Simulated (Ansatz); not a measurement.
This log comes from Ansatz, run on rocksalt GaN. The cell was relaxed beforehand with r2SCAN.

The cell given to it:
```xyz
2
Lattice="0.0000 2.1085 2.1085 2.1085 0.0000 2.1085 2.1085 2.1085 0.0000" Properties=species:S:1:pos:R:3 pbc="T T T"
Ga    0.0000    0.0000    0.0000
N     2.1085    2.1085    2.1085
```

Output, abridged:
```
Functional definition: PBE
Crystal: 2 atoms, lattice volume = 18.748 Å³
Basis set: ecut = 420 eV, 339 PW (Γ)
Bands: 13, of which v1, the nominal top of the filled ones, is band 9 counted from 1 (8 counted from 0)
Symmetry: 48 space group operations
Space group: Fm-3m (ITA 225)
k-points: 16 of 216
SCF 1 converged in 6 iterations: F = -4166.933053 eV  dr2 = 1.54e-9
Free energy (F): -4166.933053 eV
Fermi energy:    13.318128 eV
--- G₀W₀: ω_p = 36.3843 eV, 216 q-points, 70 empty bands' worth ---
    ik  band        ε_KS         Σx   Σc(E_QP)       V_xc       Z   E_QP_lin       E_QP  E_QP is
     0     8     12.7920   -21.5267     3.0730   -18.1337  0.7909    12.4715    12.4719  root
     0     9     12.7920   -21.5267     3.0730   -18.1337  0.7909    12.4715    12.4719  root
     0    10     15.6172   -14.0246    -3.9984   -18.6634  0.8157    16.2588    16.2576  root
     0    11     27.9577    -8.5549    -5.5922   -14.6436  0.7912    28.4059    28.4542  root
     1     8     12.8547   -22.0287     3.0990   -18.5906  0.7916    12.5152    12.5157  root
     1     9     12.8547   -22.0287     3.0990   -18.5906  0.7916    12.5152    12.5157  root
     1    10     17.4736   -13.5396    -4.3091   -18.5642  0.8102    18.1907    18.1891  root
     1    11     24.1343    -8.1344    -5.8458   -14.5414  0.8171    24.6975    24.6956  root
     2     8     13.0268   -23.0701     3.1395   -19.5604  0.7928    12.6560    12.6566  root
     2     9     13.0268   -23.0701     3.1395   -19.5604  0.7928    12.6560    12.6566  root
     2    10     18.3380   -10.5714    -4.7168   -15.7878  0.8238    18.8384    18.8375  root
     2    11     22.6791   -10.8268    -6.3529   -18.2342  0.7606    23.6746    23.7337  root
     3     8     13.1406   -23.6459     3.1589   -20.1055  0.7934    12.7584    12.7590  root
     3     9     13.1406   -23.6459     3.1589   -20.1055  0.7934    12.7584    12.7590  root
     3    10     18.0311    -9.2841    -4.6619   -14.3196  0.8311    18.4052    18.4047  root
     3    11     22.4465    -8.2844    -5.4634   -14.3234  0.8446    23.0132    23.0220  root
     5     8     11.8440   -21.8728     3.3318   -18.0672  0.7924    11.3691    11.3701  root
     5     9     11.9696   -22.4141     3.2687   -18.6581  0.7943    11.4813    11.4824  root
     5    10     18.7173   -12.3035    -4.8920   -17.9578  0.8164    19.4817    19.4795  root
     5    11     21.5247    -9.1803    -5.4609   -15.2482  0.8290    22.1393    22.1318  root
     7     8     10.6435   -22.0582     3.5644   -17.8631  0.7932    10.0104    10.0128  root
     7     9     12.9852   -23.3253     3.1413   -19.7860  0.7940    12.5866    12.5873  root
     7    10     19.6465    -9.0691    -5.0467   -14.5863  0.8296    20.1168    20.1170  root
     7    11     20.5744   -12.0187    -5.5214   -18.4740  0.8081    21.5124    21.5085  root
     8     8     11.2411   -21.5720     3.4586   -17.5691  0.7926    10.6954    10.6969  root
     8     9     13.3181   -23.0059     3.0495   -19.6340  0.7925    12.9954    12.9958  root
     8    10     19.1418   -12.7565    -4.9290   -18.5036  0.8059    19.9626    19.9599  root
     8    11     22.5746    -9.1261    -5.8513   -15.6881  0.8208    23.2823    23.2854  root
    10     8      9.2053   -20.9561     3.6742   -16.5859  0.7897     8.5051     8.5094  root
    10     9     10.8342   -21.3452     3.4943   -17.2851  0.7912    10.2668    10.2685  root
    10    10     15.8907   -11.9282    -4.2473   -16.7125  0.8303    16.4285    16.4277  root
    10    11     21.9601    -9.2744    -5.1672   -14.8771  0.8285    22.3971    22.3957  root
    12     8     10.2440   -20.7398     3.5887   -16.5634  0.7892     9.6523     9.6563  root
    12     9     10.2440   -20.7398     3.5887   -16.5634  0.7892     9.6523     9.6563  root
    12    10     13.9440   -12.0054    -4.0110   -16.4763  0.8360    14.4045    14.4040  root
    12    11     21.1211    -9.2424    -4.7393   -14.1516  0.8404    21.2910    21.2910  root
```

The points are ik 0 = (0, 0, 0) (Γ), ik 1 = (0, 0, 1/6), ik 2 = (0, 0, 1/3), ik 3 = (0, 0, -1/2), ik 5 = (0, 1/6, 1/3), ik 7 = (0, 1/6, -1/3), ik 8 = (0, 1/6, -1/6), ik 10 = (0, 1/3, -1/2), ik 12 = (0, -1/2, -1/2); band 9 is the last filled one.

Question: Write the input file that gave this output.

Answer:
```yaml
crystal:
  # lattice and atoms as above
kpoints:
  mp_grid: { grid: [6, 6, 6] }
hamiltonian:
  xc: pbe
scf:
  occupations: { method: fixed }
gw:
  n_empty_bands: 70
  ecut_chi: 140
  qp_bands: [v2, c2]
  qp_kpoints: band_edges
  screening: { model: godby_needs }
```
The quasiparticle table needs the gw block. Not every key shows in the log; this is the file that was used.

Run as `ansatz run input.yaml --threads 2 --pin off --max-ram 3686MiB --backend cpu --events-out ev --progress --plain --runs-dir out`.

The calculation is spin-unpolarised, and the structure need not be a phase that has been made.

For so narrow a gap this mesh doesn't settle the screening, and the bands and cutoff are finite.
